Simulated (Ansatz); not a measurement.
**TaSi2 — 181Ta nuclear quadrupole resonance**

Cell: a COD entry, its atoms then relaxed with PBE in this cell.

```
CELL_PARAMETERS angstrom
4.78390 0.00000 0.00000
-2.39195 4.14298 0.00000
0.00000 0.00000 6.57000
ATOMIC_POSITIONS crystal
Ta 0.50000 0.00000 0.00000
Ta 0.50000 0.50000 0.66667
Ta 0.00000 0.50000 0.33333
Si 0.15924 0.31849 0.00000
Si 0.84076 0.15924 0.66667
Si 0.68151 0.84076 0.33333
Si 0.84076 0.68151 0.00000
Si 0.15924 0.84076 0.66667
Si 0.31849 0.15924 0.33333
```

Atoms are numbered from 1 in the order listed; like atoms form one site, named after its first atom.

The numbers come from a DFT calculation in Ansatz (PBE, plane waves and PAW (field gradients read without the response of the frozen cores, which leaves them typically 4 to 6 % off), scalar-relativistic, 420 eV cutoff, Γ-centred 7×7×4 k-points, Fermi–Dirac smearing 0.05 eV).

181Ta: I = 7/2, Q = 3170 mb (year-2017 value). Static lattice, zero field.

(1) Predict the zero-field 181Ta lines of each site.

Answers

(1) For I = 7/2 and η = 0 the lines are |C_Q|/14 times 1, 2 and 3; η shifts the lowest up most. At large η the states mix, and weaker lines appear at sums of the main ones; lines under 5 % of the strongest are left out.

```json
{"site": "Ta", "atoms": "1, 2, 3", "V_zz (10²¹ V/m²)": "5.79", "C_Q (MHz)": "444", "η": "0.64", "line frequencies (MHz)": "57.7, 61.4, 91.1, 119.1"}
```

The run finds no gap above 0.1 eV (a metal, or nearly one), so the gradients can move by 10 % or more with the k-mesh. Without spin–orbit coupling the gradients at and beside Ta can be off by some per cent, at some sites by more.

The relaxation (2 steps) took 11 s of wall time (11 s of CPU time) and 0.47 GiB at its peak, on 1 thread of AMD EPYC 9R14 (Zen 4) (x86_64; 16 cores open to the job, memory cap 3.0 GiB, no GPU), a shared host with a load of 0.2 a core.
